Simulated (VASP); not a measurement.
# Cu3N (Pm-3m) in VASP: further runs, part 2 of 2

VASP 6.6.1. The steps go on from the part before.

## 3. Density of states, PBE

File POSCAR:

```
Cu3N                                    
1.0
    3.7705031986      0.0000000000      0.0000000000
    0.0000000000      3.7705031986      0.0000000000
    0.0000000000      0.0000000000      3.7705031986
  Cu              N             
     3     1
Direct
     0.5000000000000000    0.0000000000000000    0.0000000000000000
     0.0000000000000000    0.5000000000000000    0.0000000000000000
     0.0000000000000000    0.0000000000000000    0.5000000000000000
     0.0000000000000000    0.0000000000000000    0.0000000000000000
```

File INCAR.step1:

```
SYSTEM = Cu3N
PREC = Accurate
ENCUT = 520
EDIFF = 1E-7
ISMEAR = 1
SIGMA = 0.1
LREAL = .FALSE.
LASPH = .TRUE.
NELM = 80
ALGO = Normal
ISIF = 2
LWAVE = .FALSE.
LCHARG = .TRUE.
LMAXMIX = 4
GGA = PE
NBANDS = 27
```

File KPOINTS.step1:

```
regular mesh
0
G
  10 10 10
  0 0 0
```

File INCAR.step2:

```
SYSTEM = Cu3N
PREC = Accurate
ENCUT = 520
EDIFF = 1E-7
ISMEAR = -5
SIGMA = 0.1
LREAL = .FALSE.
LASPH = .TRUE.
NELM = 80
ALGO = Normal
ISIF = 2
LWAVE = .FALSE.
LCHARG = .FALSE.
LMAXMIX = 4
GGA = PE
LORBIT = 10
NBANDS = 27
NEDOS = 2001
ICHARG = 11
```

File KPOINTS.step2:

```
regular mesh
0
G
  15 15 15
  0 0 0
```

Potentials or basis: VASP PAW PBE potentials, release 64 (Cu, N).

Started as:

```console
$ cat potpaw_PBE.64/Cu/POTCAR potpaw_PBE.64/N/POTCAR > POTCAR
$ cp INCAR.step1 INCAR
$ cp KPOINTS.step1 KPOINTS
$ mpirun -np 1 vasp_std > vasp.out
$ cp INCAR.step2 INCAR
$ cp KPOINTS.step2 KPOINTS
$ mpirun -np 1 vasp_std > vasp.out
```

OUTCAR:

```text
SYSTEM = Cu3N
   PREC = Accurate
   ENCUT = 520
   EDIFF = 1E-7
   ISMEAR = -5
   LREAL = .FALSE.
   LASPH = .TRUE.
   NELM = 80
   ISIF = 2
   GGA = PE
   LORBIT = 10
   ICHARG = 11

 ion  position               nearest neighbor table
   1  0.500  0.000  0.000-   4 1.89   4 1.89   2 2.67   3 2.67   2 2.67   2 2.67   3 2.67   3 2.67
                             3 2.67   2 2.67
   2  0.000  0.500  0.000-   4 1.89   4 1.89   1 2.67   3 2.67   1 2.67   3 2.67   3 2.67   3 2.67
                             1 2.67   1 2.67
   3  0.000  0.000  0.500-   4 1.89   4 1.89   1 2.67   1 2.67   2 2.67   2 2.67   2 2.67   2 2.67
                             1 2.67   1 2.67
   4  0.000  0.000  0.000-   1 1.89   2 1.89   3 1.89   3 1.89   2 1.89   1 1.89

  LATTYP: Found a simple cubic cell.
 ALAT       =     3.7705031986

  Lattice vectors:

 A1 = (   3.7705031986,   0.0000000000,   0.0000000000)
 A2 = (   0.0000000000,   3.7705031986,   0.0000000000)
 A3 = (   0.0000000000,   0.0000000000,   3.7705031986)

Analysis of symmetry for initial positions (statically):
=====================================================================
 Subroutine PRICEL returns:
 Original cell was already a primitive cell.

[... 182 lines left out ...]
 k-point     1 :       0.0000    0.0000    0.0000
  band No.  band energies     occupation
      1     -11.8496      2.00000
      2      -0.1703      2.00000
      3       0.3316      2.00000
      4       0.3316      2.00000
      5       0.3316      2.00000
      6       1.2414      2.00000
[... 709 lines left out ...]
     26      14.8092      0.00000
     27      16.5073      0.00000

 [... further k-points ...]
[... 5 lines left out ...]
  --------------------------------------------------------------------------------------
  -------------------------------------------------------------------------------------
  Total        1.9748933      1.9748933      1.9748933      0.0000000     -0.0000000      0.0000000
  in kB       59.0277572     59.0277572     59.0277572      0.0000000     -0.0000000      0.0000000
  external PRESSURE =      59.0277572 kB  Pullay stress =       0.0000000 kB

 VOLUME and BASIS-vectors are now :
 -----------------------------------------------------------------------------
  energy-cutoff  :      520.00
  volume of cell :       53.60
      direct lattice vectors                 reciprocal lattice vectors
     3.770503199  0.000000000  0.000000000     0.265216590  0.000000000  0.000000000
     0.000000000  3.770503199  0.000000000     0.000000000  0.265216590  0.000000000
     0.000000000  0.000000000  3.770503199     0.000000000  0.000000000  0.265216590

 POSITION                                       TOTAL-FORCE (eV/Angst)
 -----------------------------------------------------------------------------------
      1.88525      0.00000      0.00000         0.000000      0.000000      0.000000
      0.00000      1.88525      0.00000         0.000000      0.000000      0.000000
      0.00000      0.00000      1.88525         0.000000      0.000000      0.000000
      0.00000      0.00000      0.00000         0.000000      0.000000      0.000000
 -----------------------------------------------------------------------------------
    total drift:                                0.000000      0.000000     -0.000000

  FREE ENERGIE OF THE ION-ELECTRON SYSTEM (eV)
  ---------------------------------------------------
  free  energy   TOTEN  =       -18.3376735712 eV

  energy  without entropy=      -18.3376735712  energy(sigma->0) =      -18.33767357

 total charge

# of ion       s       p       d       tot
------------------------------------------
    1        0.435   0.406   9.228  10.070
    2        0.435   0.406   9.228  10.070
    3        0.435   0.406   9.228  10.070
    4        1.205   2.546   0.000   3.751
--------------------------------------------------
tot          2.511   3.765  27.684  33.960
```

Wall time 3.2 min (1 thread of Intel Xeon Platinum 8259CL at 2.50GHz (Skylake/Cascade Lake), shared host); peak memory 0.25 GiB.

Results:

```
Valence electrons inside the program's atomic spheres : Cu 10.07; N 3.75
```

States per cell in windows of 0.5 eV (zero at the valence-band top; states under -8 eV left out):
| from (eV) | total | Cu1_d | Cu2_d | Cu3_d | N4_p | Cu1_p | Cu2_p |
| --- | --- | --- | --- | --- | --- | --- | --- |
| -8.0 | 1.63 | 0.16 | 0.16 | 0.16 | 0.50 | 0.02 | 0.02 |
| -7.5 | 1.16 | 0.11 | 0.11 | 0.11 | 0.37 | 0.02 | 0.02 |
| -7.0 | 0.96 | 0.09 | 0.09 | 0.09 | 0.31 | 0.03 | 0.03 |
| -6.5 | 1.04 | 0.10 | 0.10 | 0.10 | 0.35 | 0.05 | 0.05 |
| -6.0 | 1.03 | 0.09 | 0.09 | 0.09 | 0.35 | 0.05 | 0.05 |
| -5.5 | 0.22 | 0.01 | 0.01 | 0.01 | 0.08 | 0.01 | 0.01 |
| -5.0 | 0.29 | 0.04 | 0.04 | 0.04 | 0.02 | 0.00 | 0.00 |
| -4.5 | 0.41 | 0.07 | 0.07 | 0.07 | 0.01 | 0.00 | 0.00 |
| -4.0 | 2.60 | 0.67 | 0.67 | 0.67 | 0.02 | 0.01 | 0.01 |
| -3.5 | 7.43 | 2.13 | 2.13 | 2.13 | 0.05 | 0.04 | 0.04 |
| -3.0 | 6.69 | 2.05 | 2.05 | 2.05 | 0.02 | 0.02 | 0.02 |
| -2.5 | 6.01 | 1.90 | 1.90 | 1.90 | 0.02 | 0.02 | 0.02 |
| -2.0 | 2.39 | 0.74 | 0.74 | 0.74 | 0.03 | 0.01 | 0.01 |
| -1.5 | 2.33 | 0.59 | 0.59 | 0.59 | 0.21 | 0.03 | 0.03 |
| -1.0 | 1.21 | 0.28 | 0.28 | 0.28 | 0.16 | 0.02 | 0.02 |
| -0.5 | 0.45 | 0.10 | 0.10 | 0.10 | 0.06 | 0.00 | 0.00 |
| 0.0 | 0.02 | 0.00 | 0.00 | 0.00 | 0.00 | 0.00 | 0.00 |
| 0.5 | 0.14 | 0.01 | 0.01 | 0.01 | 0.00 | 0.01 | 0.01 |
| 1.0 | 0.27 | 0.02 | 0.02 | 0.02 | 0.01 | 0.02 | 0.02 |
| 1.5 | 0.58 | 0.07 | 0.07 | 0.07 | 0.04 | 0.02 | 0.02 |
| 2.0 | 0.88 | 0.10 | 0.10 | 0.10 | 0.09 | 0.03 | 0.03 |
| 2.5 | 0.59 | 0.06 | 0.06 | 0.06 | 0.08 | 0.03 | 0.03 |
| 3.0 | 1.15 | 0.09 | 0.09 | 0.09 | 0.15 | 0.04 | 0.04 |
| 3.5 | 0.71 | 0.05 | 0.05 | 0.05 | 0.10 | 0.03 | 0.03 |
| 4.0 | 0.46 | 0.03 | 0.03 | 0.03 | 0.07 | 0.03 | 0.03 |
| 4.5 | 0.82 | 0.05 | 0.05 | 0.05 | 0.14 | 0.04 | 0.04 |
| 5.0 | 0.55 | 0.02 | 0.02 | 0.02 | 0.05 | 0.03 | 0.03 |
| 5.5 | 0.64 | 0.02 | 0.02 | 0.02 | 0.04 | 0.04 | 0.04 |
| 6.0 | 0.45 | 0.01 | 0.01 | 0.01 | 0.04 | 0.03 | 0.03 |
| 6.5 | 0.61 | 0.01 | 0.01 | 0.01 | 0.05 | 0.04 | 0.04 |
| 7.0 | 1.29 | 0.04 | 0.04 | 0.04 | 0.12 | 0.07 | 0.07 |
| 7.5 | 1.18 | 0.05 | 0.05 | 0.05 | 0.14 | 0.06 | 0.06 |
